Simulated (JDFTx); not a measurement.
O:

```xyz
2
Lattice="2.8514 -1.6624 0.0000 2.8514 1.6624 0.0000 -2.3945 0.0000 3.6471" Properties=species:S:1:pos:R:3 pbc="T T T"
O     3.5625    0.0036    3.0607
O    -0.2518    0.0644    0.6066
```

The cell isn't the ideal one: atoms moved at random, drawn with an rms of 0.05 Å.

A run of JDFTx 1.7.0 (patched build) on this cell left the log below. Logs are shortened: lines on timing, memory, paths and dates and some standing lists are left out, and cuts for length are marked.

```text
*************** JDFTx 1.7.0 (patched build) ***************

Input parsed successfully to the following command list (including defaults):
[... the input with its defaults ...]

---------- Setting up symmetries ----------

Non-trivial transmission matrix:
[   1   0   0  ]
[   0   1   1  ]
[   0   0   1  ]
with reduced lattice vectors:
[      5.388370      5.388370      0.863438  ]
[     -3.141511      3.141511      3.141511  ]
[      0.000000      0.000000      6.891926  ]

Found 4 point-group symmetries of the bravais lattice
Found 2 space-group symmetries with basis
Applied RMS atom displacement 0 bohrs to make symmetries exact.

---------- Initializing the Grid ----------
R =
[      5.38837      5.38837     -4.52493  ]
[     -3.14151      3.14151            0  ]
[            0            0      6.89193  ]
unit cell volume = 233.328
G =
[   0.583032   -1.00003   0.382793  ]
[   0.583032    1.00003   0.382793  ]
[         -0          0   0.911673  ]
Minimum fftbox size, Smin = [  52  52  72  ]
Chosen fftbox size, S = [  54  54  72  ]

---------- Initializing tighter grid for wavefunction operations ----------
R =
[      5.38837      5.38837     -4.52493  ]
[     -3.14151      3.14151            0  ]
[            0            0      6.89193  ]
unit cell volume = 233.328
G =
[   0.583032   -1.00003   0.382793  ]
[   0.583032    1.00003   0.382793  ]
[         -0          0   0.911673  ]
Minimum fftbox size, Smin = [  40  40  52  ]
Chosen fftbox size, S = [  40  40  54  ]

---------- Exchange Correlation functional ----------
Initalized PBE GGA exchange.
Initalized PBE GGA correlation.

---------- Setting up pseudopotentials ----------
[... 37 lines left out ...]
[... 4 lines of inner loops ...]
LCAOMinimize: Iter:   4  F: -31.7518554428938700  |grad|_K:  9.294e-07  alpha:  4.063e-01  linmin:  1.054e-05  cgtest:  4.448e-02
	FillingsUpdate:  mu: -0.059042723  nElectrons: 12.000000
LCAOMinimize: Iter:   5  F: -31.7518554553296219  |grad|_K:  1.587e-07  alpha:  6.763e-01  linmin:  2.825e-05  cgtest: -3.578e-02
LCAOMinimize: Converged (|Delta F|<1.000000e-06 for 2 iters).

-------- Electronic minimization -----------
Will mix electronic density at each iteration.
	FillingsUpdate:  mu: -0.059042723  nElectrons: 12.000000
	FillingsUpdate:  mu: -0.059385228  nElectrons: 12.000000
SCF: Cycle:  0   F: -31.830905091004031   dF: -7.905e-02   |Residual|: 1.532e-01   |deigs|: 1.060e-01
	FillingsUpdate:  mu: -0.041703374  nElectrons: 12.000000
SCF: Cycle:  1   F: -31.842851931407825   dF: -1.195e-02   |Residual|: 5.740e-02   |deigs|: 2.331e-02
	FillingsUpdate:  mu: -0.034744706  nElectrons: 12.000000
SCF: Cycle:  2   F: -31.844496644923211   dF: -1.645e-03   |Residual|: 1.624e-02   |deigs|: 9.935e-03
	FillingsUpdate:  mu: -0.036250660  nElectrons: 12.000000
SCF: Cycle:  3   F: -31.844505576409460   dF: -8.931e-06   |Residual|: 2.422e-03   |deigs|: 1.168e-03
	FillingsUpdate:  mu: -0.035770526  nElectrons: 12.000000
SCF: Cycle:  4   F: -31.844510486256311   dF: -4.910e-06   |Residual|: 8.245e-04   |deigs|: 5.104e-04
	FillingsUpdate:  mu: -0.035330930  nElectrons: 12.000000
SCF: Cycle:  5   F: -31.844511257776311   dF: -7.715e-07   |Residual|: 5.444e-04   |deigs|: 4.285e-04
	FillingsUpdate:  mu: -0.035417219  nElectrons: 12.000000
SCF: Cycle:  6   F: -31.844511421840668   dF: -1.641e-07   |Residual|: 1.900e-04   |deigs|: 9.565e-05
	FillingsUpdate:  mu: -0.035419495  nElectrons: 12.000000
SCF: Cycle:  7   F: -31.844511443362514   dF: -2.152e-08   |Residual|: 4.820e-05   |deigs|: 4.037e-05
	FillingsUpdate:  mu: -0.035411827  nElectrons: 12.000000
SCF: Cycle:  8   F: -31.844511446303819   dF: -2.941e-09   |Residual|: 2.071e-05   |deigs|: 1.764e-05
	FillingsUpdate:  mu: -0.035406987  nElectrons: 12.000000
SCF: Cycle:  9   F: -31.844511447195377   dF: -8.916e-10   |Residual|: 5.455e-06   |deigs|: 1.596e-05
	FillingsUpdate:  mu: -0.035406991  nElectrons: 12.000000
SCF: Cycle: 10   F: -31.844511447388516   dF: -1.931e-10   |Residual|: 3.362e-06   |deigs|: 2.238e-05
SCF: Converged (|Delta E|<1.000000e-09 for 2 iters).

Setting wave functions to eigenvectors of Hamiltonian
Converging empty states (this may take a while): |deigs|: 1.288e-04

# Stress tensor in Cartesian coordinates [Eh/a0^3]:
[  0.000110126  -1.5266e-05 -0.000325515  ]
[  -1.5266e-05  9.95155e-05  3.92008e-05  ]
[ -0.000325515  3.92008e-05  0.000810559  ]

# Ionic positions in lattice coordinates:
ion O   0.975987000000000   0.978139000000000   0.839217000000000 1
ion O   0.006325000000000   0.045059000000000   0.166337000000000 1

# Forces in Cartesian coordinates:
force O  -0.034084584891496   0.004515459007455   0.074678204614274 1
force O   0.034084584891496  -0.004515459007455  -0.074678204614274 1

# Energy components:
   Eewald =      -17.2811569102989111
       EH =       11.9117449063670016
     Eloc =      -35.9594039340818696
      Enl =       -4.5719742541056050
      Exc =       -8.0268581166261050
 Exc_core =        1.0336805634305883
       KE =       21.0513846420990909
-------------------------------------
     Etot =      -31.8425831032158122
       TS =        0.0019283441727037
-------------------------------------
        F =      -31.8445114473885162

IonicMinimize: Iter:   0  F: -31.844511447388516  |grad|_K:  4.747e-02
IonicMinimize: None of the convergence criteria satisfied after 0 iterations.

#--- Lowdin population analysis ---
# oxidation-state O +0.040 +0.040

Dumping 'run.eigStats' ...
	eMin: -0.934002 at state 0 ( [ +0.000000 +0.000000 +0.000000 ] spin 0 )
	HOMO: -0.035410 at state 103 ( [ +0.100000 -0.100000 -0.428571 ] spin 0 )
	mu  : -0.035409
	LUMO: -0.035337 at state 83 ( [ +0.100000 -0.400000 -0.285714 ] spin 0 )
	eMax: +0.644145 at state 2 ( [ +0.000000 +0.000000 +0.285714 ] spin 0 )
	HOMO-LUMO gap: +0.000074
	Optical gap  : +0.002420 at state 218 ( [ +0.300000 -0.400000 +0.000000 ] spin 0 )
Done!
```

Task: What input gives this log?

Result: Single point with PBE, no spin polarisation. The files as run (others can give the same):

O.in
```
lattice \
    5.3883704637     5.3883704637    -4.5249329602 \
   -3.1415108318     3.1415108318     0.0000000000 \
    0.0000000000     0.0000000000     6.8919260075
coords-type Lattice
ion O      0.9759870000     0.9781390000     0.8392170000 1
ion O      0.0063250000     0.0450590000     0.1663370000 1

ion-species pseudo/O.upf
elec-cutoff 42 336
elec-ex-corr gga-PBE
kpoint-folding 10 10 7
elec-smearing Fermi 0.0018374661
elec-n-bands 11
electronic-SCF nIterations 100 energyDiffThreshold 1e-09
electronic-minimize nIterations 30 energyDiffThreshold 1e-7
converge-empty-states yes
forces-output-coords Cartesian

dump-name run.$VAR
dump End Ecomponents EigStats BandEigs Kpoints Forces Stress
```

Potentials or basis: PseudoDojo-SR-PBE-0.5-standard with smoothed tails.
Run with:
```console
$ jdftx -c 1 -i O.in -o O.out
```

Caveat: spin is off for a triplet molecule.
